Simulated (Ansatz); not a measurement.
# AlCu3 under pressure: fit and missing row

AlCu3, Pm-3m, a = 3.632 Å. The structure is a Materials Project entry; whether it is the stable form wasn't checked. Ansatz: PBEsol, PAW, 420 eV, Γ-centred 12×12×12 mesh on 4 atoms, Gaussian smearing 0.10 eV; no spin polarisation. Cell and atoms are relaxed at each pressure, and no other structure is tried, so the rows at high pressure may lie past a change of phase.

```tsv
V (Å³/atom)	P (GPa)
?	60.02
10.398	30.00
11.042	15.00
11.427	8.00
11.753	3.01
11.977	0.00
12.226	-2.99
```

Problem. Take V0 = 11.977 Å³/atom, fit the third-order Birch–Murnaghan form to the other rows, and predict the missing volume.

Solution. With the Eulerian strain f = ½[(V0/V)^(2/3) − 1] and y = P/[3f(1 + 2f)^(5/2)], the form is the line y = B0 + 1.5 B0 (B0′ − 4) f. Rows (f, y): 0.04942, 159.9; 0.02784, 156.8; 0.01592, 154.9; 0.00633, 153.6; -0.00681, 151.5. Means f = 0.01854, y = 155.34; Σ(Δf)² = 0.001839, ΣΔfΔy = 0.2741; the slope is their ratio. y = 152.6 + 149.1 f GPa, so B0 = 152.6 GPa and B0′ = 4 + 2 × (149.1)/(3 × 152.6) = 4.65. P = 60.02 GPa is met at f = 0.08272 (y = 164.93), so V = V0 (1 + 2f)^(−3/2) = 9.519 Å³/atom. The run gave 9.514 Å³/atom, so the fit is 0.005 Å³/atom too high, a small miss on the scale of the series. The form still works here, 91 % of the fitted range beyond its end.